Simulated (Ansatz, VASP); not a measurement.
**Sc: VASP beside Ansatz**

```xyz
1
Lattice="0.0000 2.3150 2.3150 2.3150 0.0000 2.3150 2.3150 2.3150 0.0000" Properties=species:S:1:pos:R:3 pbc="T T T"
Sc    0.0000    0.0000    0.0000
```

Change from the starting cell: volume scaled by 1.06.

Alike in both runs: task single point; functional PBEsol; k mesh 12 × 12 × 12; occupations fermi-dirac, width 0.03 eV; no spin polarisation.

|  | VASP | Ansatz |
| --- | --- | --- |
| version | VASP 6.6.1 | Ansatz 0.2.0 |
| potentials or method | VASP PAW PBE potentials, release 64 (Sc_sv), cutoff 520 eV | all-electron LAPW, scalar-relativistic |

```tsv
	VASP	Ansatz	Ansatz less VASP
pressure (GPa)	-2.5	-2.5	0.00
```

Ansatz ran all-electron here, so the differences hold the error of VASP's frozen core and of both bases.

Caveats: the PAW data sets were made with another functional, which shifts forces and pressure a little (VASP).
